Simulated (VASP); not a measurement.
Write the native input for VASP 6.6.1 that does the following.

| Property | Result |
| --- | --- |
| Task | relaxation of the atoms |
| Functional | PBE |
| Potentials or basis | VASP PAW PBE potentials, release 64 (Sr_sv, O_s) |
| Cutoff | 300 eV |
| k mesh | 5 × 5 × 5 |
| Occupations | gaussian, width 0.03 eV |
| Spin | no spin polarisation |
| Further INCAR settings | ALGO = Normal; EDIFF = 1e-07; IBRION = 2; EDIFFG = -0.01; NSW = 40 |

The structure of SrO lies in POSCAR:

```
SrO                                     
1.0
   -0.0000000000      2.6104440798      2.6104440798
    2.6104440798      0.0000000000      2.6104440798
    2.6104440798      2.6104440798     -0.0000000000
  Sr              O             
     1     1
Direct
     0.5000000000000000    0.5000000000000000    0.5000000000000000
     0.0000000000000000    0.0000000000000000    0.0000000000000000
```

The cell isn't the ideal one: a relaxed cell with its volume scaled by 1.02.

These files were run (other wordings do the same):

INCAR

```
SYSTEM = SrO
ALGO     = Normal         ! electronic algorithm
EDIFF    = 1E-7           ! SCF threshold, eV
EDIFFG   = -0.01          ! ionic threshold
ENCUT    = 300            ! plane-wave cutoff, eV
GGA      = PE             ! functional
IBRION   = 2              ! ionic algorithm
ISIF     = 2              ! what is computed and relaxed
ISMEAR   = 0              ! smearing method
LASPH    = .True.         ! aspherical terms in the spheres
LCHARG   = .False.        ! write CHGCAR
LREAL    = .False.        ! projectors in reciprocal space
LWAVE    = .False.        ! write WAVECAR
NELM     = 80             ! most SCF steps
NSW      = 40             ! ionic steps
PREC     = Accurate       ! precision mode
SIGMA    = 0.03           ! smearing width, eV
```

KPOINTS

```
k-points
0
Gamma
  5 5 5
  0 0 0
```

Potentials or basis: VASP PAW PBE potentials, release 64 (Sr_sv, O_s).

The run is started by

```sh
$ cat potpaw_PBE.64/Sr_sv/POTCAR potpaw_PBE.64/O_s/POTCAR > POTCAR
$ mpirun -np 1 vasp_std > vasp.out
```

Results of the run:

```json
{
  "Band gap on the k mesh": "3.47 eV, indirect (least direct gap 3.60 eV)"
}
```

Caveat: the relaxation stopped at its first step, so nothing moved; an odd mesh through Γ misses points on the zone boundary, where band edges often lie.

It took 2.5 s on 1 thread of Intel(R) Xeon(R) 6975P-C (Granite Rapids), on a shared host, peak memory 0.13 GiB.
